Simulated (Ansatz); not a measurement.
A crystal relaxed with r2SCAN in Ansatz 0.2.0 has space group Fm-3m (No. 225) and a = 5.691 Å.

| atom | site | x | y | z |
| --- | --- | --- | --- | --- |
| Xx | 8c | 0.2500 | 0.7500 | 0.7500 |
| S | 4a | 0.0000 | 0.0000 | 0.0000 |

The r2SCAN gap is indirect, 3.87 eV (Γ to X), below the direct gap of 4.96 eV at Γ. HSE06 gives an indirect gap of 4.34 eV, from Γ to X; the least direct gap is 5.34 eV at Γ. PBE gives an indirect gap of 3.39 eV, from Γ to X; the least direct gap is 4.29 eV at Γ. Meshes: r2SCAN 8×8×8, HSE06 6×6×6, PBE 8×8×8. r2SCAN's ε∞ is 3.6 in all directions.

Task: Which element is Xx?
A. Ag
B. Li
C. Cu
D. Rb

Result: B. Xx is Li: Li2S (started from an entry of an open crystallographic database). Around Li lie 4 S at 2.46 Å; around S lie 8 Li at 2.46 Å.

Spin-unpolarised throughout; all numbers are computed.

The meshes of the hybrids are coarse, so their gaps aren't converged to the digits shown.
